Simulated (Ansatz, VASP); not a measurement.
## Two plane-wave programs on MnO (Manganosite)

```xyz
2
Lattice="0.0000 2.2665 2.2665 2.2665 0.0000 2.2665 2.2665 2.2665 0.0000" Properties=species:S:1:pos:R:3 pbc="T T T"
Mn    0.0000    0.0000    0.0000
O     2.2665    2.2665    2.2665
```

Alike in both runs: task single point; functional PBE; k mesh 12 × 12 × 12; occupations gaussian, width 0.05 eV; collinear spin; Hubbard terms Mn d U = 3.9 eV.

|  | VASP | Ansatz |
| --- | --- | --- |
| version | VASP 6.6.1 | Ansatz 0.2.0 |
| potentials or method | VASP PAW PBE potentials, release 64 (Mn_pv, O) | scalar-relativistic, plane waves, PAW |
| plane-wave cutoff (eV) | 520 | 420 |
| valence electrons in the cell | 19 | 21 |

```tsv
	VASP	Ansatz	Ansatz less VASP
gap on the k mesh at the Fermi level (eV)	0.10	0.02	-0.090
least direct gap on the mesh (eV)	2.26	1.40	-0.864
pressure (GPa)	-1.5	0.0	+1.48
net moment per atom (μB)	2.50	2.50	0.000
size of the moment on the site where the two differ most (μB)	4.63	4.32	-0.308
```

Site moments also hang on the region over which each program counts them. The programs project onto different local orbitals, so the same U acts differently. The two sets of potentials don't hold the same shells in valence. Ansatz warned: «filled_band_counts_differ_across_k_points».

Caveats: a cell with one magnetic atom can't hold antiferromagnetic order, which such compounds often take. The state reached can hang on the start; a lower one may exist.
